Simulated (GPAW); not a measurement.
# Si (Fd-3m) in GPAW: reference runs

How does Si come out in PBE? The cell is run as given and disturbed.

All numbers are computed with GPAW 26.7.0; they aren't measurements. Logs are shortened: lines on timing, memory, paths and dates and some standing lists are left out, and cuts for length are marked. The log counts tension as positive stress, the text compression.

### Step 1. The crystal as given

Symmetry: Fd-3m, No. 227, cubic system. The conventional cell has a = 5.444 Å, b = 5.444 Å, c = 5.444 Å, α = 90.00°, β = 90.00°, γ = 90.00°. Si (site symmetry -43m) is surrounded by 4 Si at 2.36 Å.

### Step 2. Single point, PBE

run.py reads:

```python
from ase import Atoms
from ase.dft.bandgap import bandgap
from ase.io import write
from ase.units import GPa
from gpaw import GPAW, PW

atoms = Atoms(['Si', 'Si'],
              cell=[[0.0, 2.7218511865, 2.7218511865],
                    [2.7218511865, 0.0, 2.7218511865],
                    [2.7218511865, 2.7218511865, 0.0]],
              scaled_positions=[[0.5, 0.5, 0.5],
                                [0.75, 0.75, 0.75]],
              pbc=True)

calc = GPAW(mode=PW(600),
            xc='PBE',
            kpts={'size': (8, 8, 8), 'gamma': True},
            occupations={'name': 'fermi-dirac', 'width': 0.05},
            nbands=11,
            convergence={'density': 1e-05, 'energy': 1e-05},
            maxiter=150,
            txt='gpaw.txt')
atoms.calc = calc
energy = atoms.get_potential_energy()
forces = atoms.get_forces()
stress = atoms.get_stress()
calc.write('gs.gpw')
write('result.traj', atoms)
print(f'Energy: {energy:.6f} eV')
print('Forces (eV/A):')
print(forces.round(4))
print('Stress (GPa):', (stress / GPa).round(3))
print('Fermi level:', round(calc.get_fermi_level(), 4), 'eV')
print(f'Gap: {bandgap(calc)[0]:.4f} eV, direct: {bandgap(calc, direct=True)[0]:.4f} eV')
```

Potentials or basis: GPAW PAW data sets (gpaw-data 1.2.1), pw.

Command:

```bash
> OMP_NUM_THREADS=1 python run.py
```

gpaw.txt:

```text
__  _  _
 | _ |_)|_||  |
 |__||  | ||/\| - 26.7.0

Input parameters:
  mode=PW(ecut=600.0),
  convergence={'density': 1e-05, 'energy': 1e-05},
  kpts=MonkhorstPack(size=(8, 8, 8), gamma=True),
  maxiter=150,
  nbands=11,
  occupations=Occupations(name='fermi-dirac', width=0.05),
  xc=XC(name='PBE')

Diagonalizing LCAO Hamiltonian
Converting LCAO to pw mode

           Si

       Si

Atoms  # Å, Bohr magnetons
|   | symbol |        x |        y |        z |    initial magnetic moments |
|---|--------|----------|----------|----------|-----------------------------|
| 0 |     Si | 2.721851 | 2.721851 | 2.721851 | ( 0.0000,  0.0000,  0.0000) |
| 1 |     Si | 4.082777 | 4.082777 | 4.082777 | ( 0.0000,  0.0000,  0.0000) |

Unit cell  # Å
| periodic |        x |        y |        z |  lengths |    angles |
|----------|----------|----------|----------|----------|-----------|
|      yes | 0.000000 | 2.721851 | 2.721851 | 3.849279 | 60.000000 |
|      yes | 2.721851 | 0.000000 | 2.721851 | 3.849279 | 60.000000 |
|      yes | 2.721851 | 2.721851 | 0.000000 | 3.849279 | 60.000000 |

Number of symmetries: 24
Symmetry operations  # r_c * U_cc + t_c -> r_c
|    | kind |            matrix            |
|----|------|------------------------------|
|  0 |  E   |  1, 0, 0,  0, 1, 0,  0, 0, 1 |
|  1 |  σ   |  1, 0, 0,  0, 0, 1,  0, 1, 0 |
|  2 |  σ   |  1, 0,-1,  0, 1,-1,  0, 0,-1 |
|  3 |  C3  |  1, 0,-1,  0, 0,-1,  0, 1,-1 |
|  4 |  C3  |  1,-1, 0,  0,-1, 1,  0,-1, 0 |
|  5 |  σ   |  1,-1, 0,  0,-1, 0,  0,-1, 1 |
|  6 |  σ   |  0, 1, 0,  1, 0, 0,  0, 0, 1 |
|  7 |  C3  |  0, 1, 0,  0, 0, 1,  1, 0, 0 |
|  8 |  C2  |  0, 1,-1,  1, 0,-1,  0, 0,-1 |
|  9 |  S4  |  0, 1,-1,  0, 0,-1,  1, 0,-1 |
| 10 |  C3  |  0, 0, 1,  1, 0, 0,  0, 1, 0 |
| 11 |  σ   |  0, 0, 1,  0, 1, 0,  1, 0, 0 |
| 12 |  S4  |  0, 0,-1,  1, 0,-1,  0, 1,-1 |
| 13 |  C3  |  0, 0,-1,  0, 1,-1,  1, 0,-1 |
| 14 |  S4  |  0,-1, 1,  1,-1, 0,  0,-1, 0 |
| 15 |  C2  |  0,-1, 1,  0,-1, 0,  1,-1, 0 |
| 16 |  C3  |  0,-1, 0,  1,-1, 0,  0,-1, 1 |
| 17 |  S4  |  0,-1, 0,  0,-1, 1,  1,-1, 0 |
| 18 |  S4  | -1, 1, 0, -1, 0, 1, -1, 0, 0 |
| 19 |  C3  | -1, 1, 0, -1, 0, 0, -1, 0, 1 |
| 20 |  C3  | -1, 0, 1, -1, 1, 0, -1, 0, 0 |
| 21 |  S4  | -1, 0, 1, -1, 0, 0, -1, 1, 0 |
| 22 |  σ   | -1, 0, 0, -1, 1, 0, -1, 0, 1 |
| 23 |  C2  | -1, 0, 0, -1, 0, 1, -1, 1, 0 |

BZ-sampling:
  Number of BZ points: 512
  Number of IBZ points: 29

  Monkhorst-Pack size: [8, 8, 8]
  Monkhorst-Pack shift: [0.0625, 0.0625, 0.0625]

K-points  # in reciprocal-cell coordinates
|     |                                coordinates |     weight |
|-----|--------------------------------------------|------------|
|   0 | (  0.00000000,   0.00000000,   0.00000000) | 0.00195312 |
|   1 | (  0.12500000,   0.12500000,   0.00000000) | 0.01171875 |
|   2 | (  0.12500000,   0.12500000,   0.12500000) | 0.01562500 |
|   3 | (  0.25000000,   0.12500000,   0.12500000) | 0.02343750 |
|   4 | (  0.25000000,   0.25000000,   0.00000000) | 0.01171875 |
|   5 | (  0.25000000,   0.25000000,   0.12500000) | 0.04687500 |
|   6 | (  0.25000000,   0.25000000,   0.25000000) | 0.01562500 |
|   7 | (  0.37500000,   0.25000000,  -0.37500000) | 0.04687500 |
|   8 | (  0.37500000,   0.25000000,   0.12500000) | 0.04687500 |
|   9 | (  0.37500000,   0.25000000,   0.25000000) | 0.04687500 |
| ... |                                            |            |
|  28 | (  0.50000000,   0.50000000,   0.50000000) | 0.00781250 |

Plane wave coefficients: 1365
Cutoff: 600.0 eV

Spin-components: 1 (collinear spins)
Bands:           11
Projectors:      10
Spin-degeneracy: 2
Datatype:        complex128

Density:
  Valence electrons: 8.0
  Components: 1
  Grid points: [24 24 24]
  Charge: 0.0  # |e|

Potential:
  Grid points: [24 24 24]

species:
  Si:
    name:    Silicon
    Z:       14.0
    valence: 4
    core:    10
    charge:  0.0  # [|e|]
    compensation charges:
      type: gauss
      rc: 0.33  # [Å]
      lmax: 2
    cutoffs:
      filter: 1.86  # [Å]
      core: 2.06  # [Å]
    projectors
    | kind |    occ | energy [eV] | rcut [Å] |
    |------|--------|-------------|----------|
    |   3s |  2.000 |     -10.812 |    1.058 |
    |   3p |  2.000 |      -4.081 |    1.058 |
    |    s |        |      16.399 |    1.058 |
    |    p |        |      23.130 |    1.058 |
    |    d |        |       0.000 |    1.058 |

    Using partial waves for Si as LCAO basis

Reference energy: -15772.688500  # eV

eigensolver:
  PPCG
  Converge bands: occupied
  niter=2

density mixing:
  MSR1-Mixer
  Pratt-step length: 0.05
  Maximum mixing coefficient: 0.75
  Old densities: 10
  SVD Regularization: 0.005
  Good broyden scale: 1.0
  Trust region scale: 1.0
  Backstep threshold: 4.0
  History deletion threshold: 6.0
  Fourier metric: weight=20.0, sigma=0.015

occupation numbers:
  Fermi-Dirac:
    width: 0.0500  # eV

poisson solver:
  ecut: 4800.0  # eV

xc functional:
[... 9 lines left out ...]
|iter     | |      energy | eigst |  dens |
|---------|-|-------------|-------|-------|
|iter:   1| |  -10.885282 | -0.08 |       |
|iter:   2| |  -10.876150 | -2.53 | -0.81 |
|iter:   3| |  -10.792615 | -2.25 | -0.84 |
|iter:   4| |  -10.792378 | -3.17 | -1.45 |
|iter:   5| |  -10.792504 | -5.06 | -2.34 |
|iter:   6| |  -10.792511 | -6.66 | -3.27 |
|iter:   7| |  -10.792513c| -7.57c| -3.70 |
|iter:   8| |  -10.792513c| -8.29c| -4.88 |
|iter:   9| |  -10.792513c| -8.79c| -5.33c|

Converged in 9 steps
Energy contributions relative to reference atoms: (reference = -15772.688500)

Energy contributions:
  Kinetic:          14.853127
  Coulomb:         -13.098601
  Zero:             -0.024580
  External:          0.000000
  Xc:              -12.522445
  Entropy:          -0.000026
  Spinorbit:         0.000000
  ----------------------------
  Free energy:     -10.792526
  Extrapolated:    -10.792513

dipole moment: (3.535121, 3.535121, 3.535121)  # |e|*Ang

Fermi level: 5.537
Eigenvalues  # (at kpt = [0.000, 0.000, 0.000])
| band index |      eig [eV] | occ [0-2] |
|------------|---------------|-----------|
|          0 |        -6.671 |     2.000 |
|          1 |         5.245 |     1.994 |
|          2 |         5.245 |     1.994 |
|          3 |         5.245 |     1.994 |
|          4 |         7.800 |     0.000 |
|          5 |         7.800 |     0.000 |
|          6 |         7.800 |     0.000 |
|          7 |         8.524 |     0.000 |
|          8 |        12.959 |     0.000 |
|          9 |        12.959 |     0.000 |
|         10 |        13.200 |     0.000 |

Gap: 0.624 eV
Transition (v -> c):
  (s=0, k=0, n=3, [0.00, 0.00, 0.00]) -> (s=0, k=12, n=4, [0.38, 0.38, 0.00])
Direct/indirect transitions are different
Direct gap: 2.555 eV
Transition at: (s=0, k=0, n=3, [0.00, 0.00, 0.00])

Forces  # eV/Ang
|        x |        y |        z |
|----------|----------|----------|
| -0.00000 | -0.00000 | -0.00000 |  # Si   0
|  0.00000 | -0.00000 | -0.00000 |  # Si   1

Stress tensor  # eV/Ang^3
|         x |         y |         z |
|-----------|-----------|-----------|
| -0.010048 | -0.000000 | -0.000000 |
| -0.000000 | -0.010048 | -0.000000 |
| -0.000000 | -0.000000 | -0.010048 |

# Writing to gs.gpw (mode='')
```

It took 6 s on 1 thread of Intel Xeon 6975P-C (Granite Rapids), shared host; peak memory 0.15 GiB.

Results:

```
Free energy            : -10.7925 eV
Pressure               : 1.6 GPa
Band gap on the k mesh : 0.62 eV, indirect (least direct gap 2.56 eV)
```

A k mesh can miss the band edges. Expect the measured gap to be larger: semilocal functionals such as PBE lack the derivative discontinuity.

### Step 3. Single point, PBE (atoms moved at random, drawn with an rms of 0.05 Å)

run.py, as its differences from that of step 2:

```diff
@@ -10,4 +10,4 @@
                     [2.7218511865, 2.7218511865, 0.0]],
-              scaled_positions=[[0.5, 0.5, 0.5],
-                                [0.75, 0.75, 0.75]],
+              scaled_positions=[[0.509307, 0.489359, 0.503172],
+                                [0.743873, 0.75191, 0.743863]],
               pbc=True)
```

Potentials or basis: GPAW PAW data sets (gpaw-data 1.2.1), pw.

Command:

```bash
> OMP_NUM_THREADS=1 python run.py
```

Run time: 75 s. Hardware: 1 thread of AMD EPYC 7R43 (Zen 3), shared host; peak memory 0.25 GiB.

It converged, with:

| Item | Value |
| --- | --- |
| Free energy | -10.7611 eV |
| Pressure | 1.8 GPa |
| Largest force | 0.912 eV/Å |
| Band gap on the k mesh | 0.22 eV, indirect (least direct gap 2.02 eV) |

Forces in eV/Å, atoms in the order of the input:
```
Si   0.100 -0.903 -0.085
Si  -0.100  0.903  0.085
```

Stress tensor (GPa, compression positive):
```
 1.86  0.26  2.64
 0.26  1.57 -0.30
 2.64 -0.30  1.86
```

Levels at points of the mesh, in eV from the valence-band top:
```
           k point  band 1  band 2  band 3  band 4  band 5  band 6  band 7
(0.00, 0.00, 0.00)  -12.26   -0.66   -0.33    0.00    2.02    2.21    2.41
(0.00, 0.00, 0.50)  -10.00   -7.15   -1.76   -1.35    1.13    2.73    3.18
(0.00, 0.50, 0.00)   -9.87   -7.45   -1.66   -1.32    1.21    2.85    3.27
(0.00, 0.50, 0.50)   -8.17   -8.12   -3.18   -3.15    0.36    0.40    9.72
(0.50, 0.00, 0.00)  -10.04   -7.08   -1.73   -1.42    1.11    2.75    3.10
(0.50, 0.00, 0.50)   -8.35   -7.92   -3.29   -3.06    0.22    0.55    9.66
(0.50, 0.50, 0.00)   -8.16   -8.12   -3.18   -3.15    0.36    0.39    9.72
(0.50, 0.50, 0.50)   -9.87   -7.44   -1.66   -1.32    1.21    2.85    3.27
```
